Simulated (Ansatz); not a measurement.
**What a change of settings does to a run on Cs**

The cell was built from the sc type and relaxed in the same program; it needn't be a known or the stable phase. The listed cell was then made from it by scaling, straining or moving an atom.

First run: DFT, PBE, PAW with Ansatz's default frozen-core files, scalar-relativistic (Ansatz 0.2.0).

Command: `ansatz run input.yaml --threads 1 --pin off --max-ram 2048MiB --backend cpu --events-out ev --progress --plain --runs-dir out` The run took about 4.7 s on 1 thread of a shared machine.

```yaml
crystal:
  lattice:
    - [4.9709918362, 0.0, 0.0]
    - [0.0, 4.9709918362, 0.0]
    - [0.0, 0.0, 5.0212038749]
  atoms:
    - { symbol: Cs, position: [0.0, 0.0, 0.0] }
kpoints:
  mp_grid: { grid: [11, 11, 11] }
scf:
  occupations: { method: fermi_dirac, width: 0.05 }
hamiltonian:
  xc: pbe
  pseudopotentials: { kind: paw }
output:
  forces: true
  stress: true
  eigenvalues: true
  efg: { contact_densities: true }
```

Result: converged; pressure 0.06 GPa; 6 SCF iterations.

No spin–orbit coupling, which matters for the heavy atoms here.

The input is then changed:

```diff
@@ -12,5 +12,5 @@
 hamiltonian:
   xc: pbe
-  pseudopotentials: { kind: paw }
+  pseudopotentials: { kind: nc }
 output:
   forces: true
```

(1) Predict the outcome of the changed run.

Results:

(1) It was refused before any iteration. The program says:
```
Error: output.efg without hamiltonian.pseudopotentials.kind: paw|paw_fr|all_electron or hamiltonian.pseudopotentials.kind: all_electron — the all-electron EFG reconstruction needs the PAW one-centre densities; drop the efg request, or set kind: paw (paw_fr under spin-orbit coupling) (under a functional that reads the kinetic-energy density, kind: paw is refused in some combinations and carries risks of its own in the rest: see hamiltonian.xc for the refusals and hamiltonian.pseudopotentials.kind for the risks, both in the input reference; kind: paw is refused beside gw.static_remainder)
```
